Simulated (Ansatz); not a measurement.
**P: a one-atom displacement scan**

Aim: for P, measure how stiffly atom 1 (P) is held.

Program: Ansatz 0.2.0. Level of theory: DFT PBEsol, scalar-relativistic, plane waves, PAW. These are calculated values, not measurements.

1 further run of the same task is left out (set aside as unsound or not needed). Runs told in other sessions of the task aren't counted.

## 1. The starting structure

It takes space group Pmna (No. 53, orthorhombic). The conventional cell has a = 3.284 Å, b = 34.875 Å, c = 4.437 Å, α = 90.00°, β = 90.00°, γ = 90.00°. P (site symmetry m) has 3 P at 2.21 to 2.24 Å in its first shell of neighbours.

Structure file:

```xyz
4
Lattice="3.2844 0.0000 0.0000 0.0000 34.8747 0.0000 0.0000 0.0000 4.4369" Properties=species:S:1:pos:R:3 pbc="T T T"
P     0.0000   33.8176    2.5850
P     0.0000    1.0571    1.8519
P     1.6422    1.0571    0.3666
P     1.6422   33.8176    4.0703
```

It goes back to an entry of the Materials Project, which need not be the stable form.

This cell was relaxed beforehand with the same method: volume 127.05 Å³/atom, gap on the mesh 0.70 eV.

## 2. Zero of energy

Reference values: F = -2959.9261 eV; pressure 0.00 GPa; largest force 0.004 eV/Å; gap on the mesh 0.70 eV. It was computed beforehand with the settings of the runs below.

## 3. Next: a one-atom displacement scan

Atom 1 (P) is moved by x along the Cartesian unit vector (-1.000, 0.000, 0.000); the cell and all other atoms stay fixed. Forces below are components along that vector, summed over the moved atoms. In a periodic cell its images move with it.

## 4. At x = -0.200 Å

Contents of input.yaml:

```yaml
crystal:
  lattice:
    - [3.2843671017, 0.0, 0.0]
    - [0.0, 34.8747470704, 0.0]
    - [0.0, 0.0, 4.4369100789]
  atoms:
    - { symbol: P, position: [0.0608945327, 0.9696876236, 0.5826201292] }
    - { symbol: P, position: [0.0, 0.0303123764, 0.4173798708] }
    - { symbol: P, position: [0.5, 0.0303123764, 0.0826201292] }
    - { symbol: P, position: [0.5, 0.9696876236, 0.9173798708] }
basis:
  ecutwfc: 420
kpoints:
  mp_grid: { grid: [8, 1, 6] }
hamiltonian:
  xc: pbesol
scf:
  occupations: { method: gaussian, width: 0.05 }
output:
  forces: true
  stress: true
  eigenvalues: true
```

Command:

```
$ ansatz run input.yaml --threads 1 --pin off --max-ram 2560MiB --backend cpu --events-out ev --progress --plain --runs-dir out
```

## 5. x = 0.150 Å

Edit input.yaml of step 4 so:

```diff
@@ -6,3 +6,3 @@
   atoms:
-    - { symbol: P, position: [0.0608945327, 0.9696876236, 0.5826201292] }
+    - { symbol: P, position: [-0.0456708996, 0.9696876236, 0.5826201292] }
     - { symbol: P, position: [0.0, 0.0303123764, 0.4173798708] }
```

## 6. x = -0.100 Å

Edit input.yaml of step 5 so:

```diff
@@ -6,3 +6,3 @@
   atoms:
-    - { symbol: P, position: [-0.0456708996, 0.9696876236, 0.5826201292] }
+    - { symbol: P, position: [0.0304472664, 0.9696876236, 0.5826201292] }
     - { symbol: P, position: [0.0, 0.0303123764, 0.4173798708] }
```

## 7. At x = 0.050 Å

Edit input.yaml of step 6 so:

```diff
@@ -6,3 +6,3 @@
   atoms:
-    - { symbol: P, position: [0.0304472664, 0.9696876236, 0.5826201292] }
+    - { symbol: P, position: [-0.0152236332, 0.9696876236, 0.5826201292] }
     - { symbol: P, position: [0.0, 0.0303123764, 0.4173798708] }
```

## 8. x = 0.175 Å

Edit input.yaml of step 7 so:

```diff
@@ -6,3 +6,3 @@
   atoms:
-    - { symbol: P, position: [-0.0152236332, 0.9696876236, 0.5826201292] }
+    - { symbol: P, position: [-0.0532827161, 0.9696876236, 0.5826201292] }
     - { symbol: P, position: [0.0, 0.0303123764, 0.4173798708] }
```

## 9. At x = 0.125 Å

Edit input.yaml of step 8 so:

```diff
@@ -6,3 +6,3 @@
   atoms:
-    - { symbol: P, position: [-0.0532827161, 0.9696876236, 0.5826201292] }
+    - { symbol: P, position: [-0.038059083, 0.9696876236, 0.5826201292] }
     - { symbol: P, position: [0.0, 0.0303123764, 0.4173798708] }
```

## 10. At x = 0.075 Å

Edit input.yaml of step 9 so:

```diff
@@ -6,3 +6,3 @@
   atoms:
-    - { symbol: P, position: [-0.038059083, 0.9696876236, 0.5826201292] }
+    - { symbol: P, position: [-0.0228354498, 0.9696876236, 0.5826201292] }
     - { symbol: P, position: [0.0, 0.0303123764, 0.4173798708] }
```

## 11. At x = 0.025 Å

Edit input.yaml of step 10 so:

```diff
@@ -6,3 +6,3 @@
   atoms:
-    - { symbol: P, position: [-0.0228354498, 0.9696876236, 0.5826201292] }
+    - { symbol: P, position: [-0.0076118166, 0.9696876236, 0.5826201292] }
     - { symbol: P, position: [0.0, 0.0303123764, 0.4173798708] }
```

(Steps that only read results are left out.)

Q: Predict the outcome of this session.

As calculated:

| quantity | value |
| --- | --- |
| force constant along x, from the points at -0.100, 0 and 0.025 Å | 11.38 eV/Å² |

**Reading.** The restoring force grows by 11.38 eV/Å per Å near the site; for the mass of P against a rigid frame that is a vibration of about 316 cm⁻¹. The undisturbed cell stays the lowest of the sampled points. The gap on the mesh stays between 0.64 and 0.70 eV. The cell holds empty space of several Å, a single layer or slab in vacuum, so volume, pressure and the long edge depend on that space.
